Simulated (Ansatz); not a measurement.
# CoSi2: the cost of one run

Method: DFT, PBE, plane-wave PAW, default files, scalar-relativistic, frozen cores, as far as a step names no other, in Ansatz 0.2.0.

1 further run of the same task is left out (it didn't finish).

### 1 The system as given

Symmetry: Fm-3m, No. 225, cubic system. Conventional cell: a = 5.365 Å, b = 5.365 Å, c = 5.365 Å, α = 90.00°, β = 90.00°, γ = 90.00°. Around Co (site symmetry m-3m) lie 8 Si at 2.32 Å. Si (site symmetry -43m) has 4 Co at 2.32 Å as nearest neighbours.

Structure file:

```
CELL_PARAMETERS angstrom
0.00000 2.68250 2.68250
2.68250 0.00000 2.68250
2.68250 2.68250 0.00000
ATOMIC_POSITIONS crystal
Co 0.00000 0.00000 0.00000
Si 0.25000 0.25000 0.25000
Si 0.75000 0.75000 0.75000
```

The earlier run gave: no gap over 0.1 eV on the mesh, largest force 0.000 eV/Å, pressure -0.5 GPa.

The printed gradients, by site:

| site | atoms | first shell | V_zz (10²¹ V/m²) | η | C_Q (MHz) |
| --- | --- | --- | --- | --- | --- |
| Co | 1 | 8 Si at 2.32 Å | 0.00 | – | 0 (⁵⁹Co) |
| Si | 2, 3 | 4 Co at 2.32 Å, 6 Si at 2.68 Å | 0.00 | – | – |

C_Q = eQV_zz/h, which is 24.18 MHz for Q = 1 b and V_zz = 10²¹ V/m²; η = (V_xx − V_yy)/V_zz. Nuclear quadrupole moments: year-2017 set (Pyykkö). A dash under C_Q marks elements without a common quadrupolar isotope.

### 2 Ions relaxed at fixed cell

File input.yaml:

```yaml
crystal:
  lattice:
    - [0.0, 2.6825, 2.6825]
    - [2.6825, 0.0, 2.6825]
    - [2.6825, 2.6825, 0.0]
  atoms:
    - { symbol: Co, position: [0.0, 0.0, 0.0], spin: 2.0 }
    - { symbol: Si, position: [0.25, 0.25, 0.25] }
    - { symbol: Si, position: [0.75, 0.75, 0.75] }
magnetization:
  spin_polarized: true
kpoints:
  mp_grid: { grid: [15, 15, 15] }
scf:
  occupations: { method: fermi_dirac, width: 0.05 }
hamiltonian:
  xc: pbe
  pseudopotentials: { kind: paw, frozen_core: stored }
output:
  forces: true
  stress: true
  populations: true
  efg: { quadrupole_moments_barn: { Co: 0.42 } }
relax:
  f_tol: 0.02
  max_steps: 60
```

Started as:

```sh
$ ansatz run input.yaml --threads 1 --pin off --max-ram 3072MiB --backend cpu --events-out ev --progress --plain --runs-dir out
```

Q: Estimate wall time and peak memory on 1 thread of Intel Xeon at 2.50GHz (Skylake/Cascade Lake), shared host.

About 45 s, with a peak of 0.48 GiB.
